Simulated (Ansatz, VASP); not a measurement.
**N: VASP beside Ansatz**

Contents of INCAR:

```
  ALGO = Normal
  EDIFF = 1E-6
  ENCUT = 520
  GGA = PS
  ISIF = 2
  ISMEAR = 0
  LASPH = True
  LCHARG = False
  LREAL = False
  LWAVE = False
  NBANDS = 18
  NELM = 60
  PREC = Accurate
  SIGMA = 0.05
```

File KPOINTS:

```
k-points
0
Gamma
  6 6 4
```

POSCAR

```
N
1.0
    4.1672328106      0.0000000000      0.0000000000
   -2.0836164053      3.6089294775      0.0000000000
    0.0000000000      0.0000000000      6.7257633696
N
4
Direct
    0.3333333333      0.6666666667      0.3289300400
    0.3333333333      0.6666666667      0.1710699600
    0.6666666667      0.3333333333      0.8289300400
    0.6666666667      0.3333333333      0.6710699600
```

Input for Ansatz:

```yaml
crystal:
  lattice:
    - [4.1672328106, 0.0, 0.0]
    - [-2.0836164053, 3.6089294775, 0.0]
    - [0.0, 0.0, 6.7257633696]
  atoms:
    - { symbol: "N", position: [0.3333333333, 0.6666666667, 0.32893004] }
    - { symbol: "N", position: [0.3333333333, 0.6666666667, 0.17106996] }
    - { symbol: "N", position: [0.6666666667, 0.3333333333, 0.82893004] }
    - { symbol: "N", position: [0.6666666667, 0.3333333333, 0.67106996] }
basis:
  ecutwfc: 420
kpoints:
  mp_grid: { grid: [6, 6, 4] }
hamiltonian:
  xc: pbesol
scf:
  occupations: { method: gaussian, width: 0.05 }
output:
  forces: true
  stress: true
  eigenvalues: true
```

Change from the starting cell: strain +0.000 along x and y, -0.040 along z, atoms carried along.

Alike in both runs: task single point; functional PBEsol; k mesh 6 × 6 × 4; occupations gaussian, width 0.05 eV; no spin polarisation.

|  | VASP | Ansatz |
| --- | --- | --- |
| version | VASP 6.6.1 | Ansatz 0.2.0 |
| potentials or method | VASP PAW PBE potentials, release 64 (N) | scalar-relativistic, plane waves, PAW |
| plane-wave cutoff (eV) | 520 | 420 |
| valence electrons in the cell | 20 | 20 |

VASP gave:

| Quantity | Value |
| --- | --- |
| gap on the k mesh at the Fermi level (eV) | 7.34 |
| least direct gap on the mesh (eV) | 7.72 |
| pressure (GPa) | 10.3 |
| largest component of the traceless stress (GPa) | 20.65 |
| rms of the force components (eV/Å) | 5.337 |

Which values does Ansatz return?

gap on the k mesh at the Fermi level (eV): 7.40; least direct gap on the mesh (eV): 7.77; pressure (GPa): 7.3; largest component of the traceless stress (GPa): 14.06; rms of the force components (eV/Å): 3.608.

Atom by atom the forces differ by 1.729 eV/Å (rms over components). With one functional, cell and mesh, what is left measures potentials, basis and numerics.

Caveats: the standard files for N, O and F lose accuracy on very short bonds; the PAW data sets were made with another functional, which shifts forces and pressure a little (VASP). A k mesh can miss the band edges.
